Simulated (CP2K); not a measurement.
Runs of CP2K 2026.2 on TaN. Symmetry: Fm-3m, No. 225, cubic system. The conventional cell has a = 4.423 Å, b = 4.423 Å, c = 4.423 Å, α = 90.00°, β = 90.00°, γ = 90.00°. Around Ta (site symmetry m-3m) lie 6 N at 2.21 Å. N (site symmetry m-3m) has 6 Ta at 2.21 Å as nearest neighbours. The cell comes from a database or a generator and needn't be the stable form of this composition.

```tsv
task	level	potentials or basis	cell	smearing	EPS_DEFAULT	NGRIDS	CUTOFF of the grids	points a segment of the path (NPOINTS)	bands added on the path	gap on the mesh (eV)	pressure (GPa)	V0 of scaled cells (Å³/atom)	B0 (GPa)
single point	RPBE	POTENTIAL_UZH Ta GTH-PBE-q13, N GTH-PBE-q5; TZVP-MOLOPT-PBE-GTH basis	the cell as VASP's run set it	gaussian 0.02 eV	1.0E-10	4	450 Ry	-	-	none	-2.7	-	-
single point	PBE	POTENTIAL_UZH Ta GTH-PBE-q13, N GTH-PBE-q5; TZVP-MOLOPT-PBE-GTH basis	as given	fermi-dirac 0.05 eV	1.0E-10	4	450 Ry	-	-	none	-5.8	-	-
band structure	PBEsol	POTENTIAL_UZH Ta GTH-PBE-q13, N GTH-PBE-q5; TZVP-MOLOPT-PBE-GTH basis	as given	fermi-dirac 0.1 eV	1.0E-10	5	450 Ry	8	2	none	-13.1	-	-
band structure	TB-mBJ	POTENTIAL_UZH Ta GTH-PBE-q13, N GTH-PBE-q5; TZVP-MOLOPT-PBE-GTH basis	as given	fermi-dirac 0.01 eV	1.0E-9	4	675 Ry	10	6	none	-	-	-
equation of state	r2SCAN	POTENTIAL_UZH Ta GTH-SCAN-q13, N GTH-SCAN-q5; TZVP-MOLOPT-SCAN-GTH basis	as given	fermi-dirac 0.05 eV	1.0E-9	5	675 Ry	-	-	-	-	(a)	348
equation of state	PBEsol	POTENTIAL_UZH Ta GTH-PBE-q13, N GTH-PBE-q5; TZVP-MOLOPT-PBE-GTH basis	as given	fermi-dirac 0.0259 eV	1.0E-9	5	450 Ry	-	-	-	-	(b)	357
band structure	PBE	POTENTIAL_UZH Ta GTH-PBE-q13, N GTH-PBE-q5; TZVP-MOLOPT-PBE-GTH basis	as given	fermi-dirac 0.01 eV	1.0E-9	5	450 Ry	10	4	none	-5.8	-	-
band structure	r2SCAN	POTENTIAL_UZH Ta GTH-SCAN-q13, N GTH-SCAN-q5; TZVP-MOLOPT-SCAN-GTH basis	as given	fermi-dirac 0.0259 eV	1.0E-9	5	675 Ry	8	4	none	-11.9	-	-
```

Alike in all rows: no spin polarisation; k mesh 10 × 10 × 10.

**Question.** Fill in the values left out.

**Answer.** (a) 10.42; (b) 10.38.

Caveats: the basis of atomic orbitals isn't converged, which shifts pressures, moduli and gaps; the potentials were made for another functional, which shifts forces and pressure (some runs); this is a model potential without an energy functional, so only levels have meaning (some runs).

A k mesh can miss the band edges, and the runs leave out spin-orbit coupling on Ta.

A gap of «none» marks a metal or a gap under the smearing width.

Not every run made on this cell is shown here.
